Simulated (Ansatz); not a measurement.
Au: equation of state with SVWN5

**What was measured.**

“Exploring toroidal anvil profiles for larger sample volumes above 4 Mbar”, 2024, pmc:11102561 quotes, for a bulk crystal of Au: bulk modulus 167 GPa.

Crystal: Au.

```xyz
1
Lattice="0.0000 2.0350 2.0350 2.0350 0.0000 2.0350 2.0350 2.0350 0.0000" Properties=species:S:1:pos:R:3 pbc="T T T"
Au    0.0000    0.0000    0.0000
```

```
Program             : Ansatz 0.2.0
Task                : equation of state
Functional          : SVWN5
Potentials or basis : Ansatz PAW
Cutoff              : 420 eV
Density cutoff      : 1680 eV
k mesh              : 11 × 11 × 11
Occupations         : fermi-dirac, width 0.05 eV
Spin                : no spin polarisation
```

```json
{
 "Equilibrium volume": "16.57 Å³/atom",
 "Bulk modulus": "195 GPa",
 "Pressure derivative of the bulk modulus": "5.7"
}
```

Energy against volume, from the lowest point:
```tsv
volume (Å³/atom)	energy (meV/atom)
15.843	21.07
16.181	5.67
16.518	0.00
16.855	2.85
17.192	13.15
17.529	29.93
17.866	52.36
```

All runs of the series together: 2.3 s on 2 threads of INTEL(R) XEON(R) PLATINUM 8581C CPU @ 2.30GHz (Emerald Rapids), with other jobs on the host.

A measured bulk modulus of Au is 167 GPa (quoted in “Exploring toroidal anvil profiles for larger sample volumes above 4 Mbar”, 2024, pmc:11102561); the calculated 195 GPa misses it by +16.7 %. The fit is for a static lattice scaled at fixed shape and fixed fractional positions.

Spin-orbit coupling is left out, which matters for the levels of Au.
